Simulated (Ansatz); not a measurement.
# BAs: the crystal squeezed far

How does BAs (rocksalt type) answer strong compression? Methods of the runs shown: PAW. Its runs: cell relaxed at zero pressure (PAW); volume scaled by 1 (PAW); volume scaled by 0.94 (PAW); volume scaled by 0.88 (PAW and PAW (level accurate)); volume scaled by 0.8 (PAW); volume scaled by 0.72 (PAW); volume scaled by 0.64 (PAW); volume scaled by 0.55 (PAW and PAW (core large)).

Computed with Ansatz 0.2.0 (DFT r²SCAN, with the methods named in each step, unless a step's input says otherwise).

## Step 1: The structure to begin with

Symmetry: Fm-3m, No. 225, cubic system. The conventional cell has a = 4.309 Å, b = 4.309 Å, c = 4.309 Å, α = 90.00°, β = 90.00°, γ = 90.00°. Around B (site symmetry m-3m) lie 6 As at 2.15 Å. Around As (site symmetry m-3m) lie 6 B at 2.15 Å.

As a file:

```
CELL_PARAMETERS angstrom
0.00000 2.15443 2.15443
2.15443 0.00000 2.15443
2.15443 2.15443 0.00000
ATOMIC_POSITIONS crystal
B 0.00000 0.00000 0.00000
As 0.50000 0.50000 0.50000
```

Whether this phase is the stable one at these pressures isn't tested.

Atoms are numbered in the order of the input: B1, As2.

## Step 2: Cell relaxed at zero pressure, PAW

Input file input.yaml:

```yaml
crystal:
  lattice:
    - [0.0, 2.15443469, 2.15443469]
    - [2.15443469, 0.0, 2.15443469]
    - [2.15443469, 2.15443469, 0.0]
  atoms:
    - { symbol: B, position: [0.0, 0.0, 0.0] }
    - { symbol: As, position: [0.5, 0.5, 0.5] }
kpoints:
  mp_grid: { grid: [15, 15, 15] }
scf:
  occupations: { method: fermi_dirac, width: 0.05 }
hamiltonian:
  xc: r2scan
  pseudopotentials: { kind: paw }
output:
  forces: true
  stress: true
relax:
  f_tol: 0.005
  max_steps: 40
  cell: {}
```

Run with:

```console
$ ansatz run input.yaml --threads 1 --pin off --max-ram 2048MiB --backend cpu --events-out ev --progress --plain --runs-dir out
```

After this run come: Volume scaled by 1, PAW; Volume scaled by 0.94, PAW; Volume scaled by 0.88, PAW; Volume scaled by 0.88, PAW (level accurate); Volume scaled by 0.8, PAW; Volume scaled by 0.72, PAW; Volume scaled by 0.64, PAW; Volume scaled by 0.55, PAW; Volume scaled by 0.55, PAW (core large).

What does the calculation give? Wanted: PAW pressure at 0.55 of the volume; PAW; fitted bulk modulus at zero pressure.

The runs gave:

```
                                       quantity      value
             PAW pressure at 0.55 of the volume  265.5 GPa
PAW (core large) pressure at 0.55 of the volume  265.5 GPa
     fitted bulk modulus at zero pressure (PAW)    136 GPa
                        its pressure derivative       3.95
```

At 0.55 of the starting volume PAW gives 266 GPa. One third-order Birch-Murnaghan curve follows these points (B₀ = 136 GPa, B′ = 3.95, misfit at most 0.75 GPa). A fit over so wide a range leans to the high pressures, so B₀ can be off by several per cent. No all-electron run checks these rows here, and frozen cores can fail under such compression. The ions are at rest, and the electrons smeared by 0.05 eV.
